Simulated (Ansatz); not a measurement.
Write the native input for Ansatz 0.2.0 that does the following.

| Property | Result |
| --- | --- |
| Task | single point |
| Functional | PBE |
| Potentials or basis | Ansatz PAW |
| Cutoff | 420 eV (not typed: the program's choice for these potentials) |
| k mesh | 12 × 12 × 12 |
| Occupations | gaussian, width 0.017 eV |
| Spin | collinear spin, ferromagnetic start |
| Starting moments | [2.0] μB |

Crystal: V.

```xyz
1
Lattice="-1.5144 1.5144 1.5144 1.5144 -1.5144 1.5144 1.5144 1.5144 -1.5144" Properties=species:S:1:pos:R:3 pbc="T T T"
V     0.0000    0.0000    0.0000
```

The input as run:

input.yaml

```yaml
crystal:
  lattice:
    - [-1.51435, 1.51435, 1.51435]
    - [1.51435, -1.51435, 1.51435]
    - [1.51435, 1.51435, -1.51435]
  atoms:
    - { symbol: V, position: [0.0, 0.0, 0.0], spin: 2.0 }
hamiltonian:
  xc: pbe
  pseudopotentials: { kind: paw }
magnetization:
  spin_polarized: true
kpoints:
  mp_grid: { grid: [12, 12, 12] }
scf:
  occupations: { method: gaussian, width: 0.017 }
output:
  forces: true
  stress: true
  eigenvalues: true
  write_density: true
  write_potential: true
  elf: true
  volumetric_format: npy
```

Potentials or basis: Ansatz PAW.

Launch:

```bash
$ ansatz run input.yaml --threads 2 --pin off --max-ram 5632MiB --backend cpu --events-out ev --progress --plain --runs-dir out
```

Results of the run:

| Item | Value |
| --- | --- |
| Pressure | -5.2 GPa |
| Band gap on the k mesh | none (metal or under the smearing width) |
| Net moment | -0.12 μB per cell |
| Absolute moment | 0.12 μB per cell |
| Site moments | V -0.10 μB |

Caveat: the starting moments weren't kept.

It took 3.3 s on 2 threads of Intel(R) Xeon(R) Processor @ 2.70GHz (shared host), peak memory 0.32 GiB.
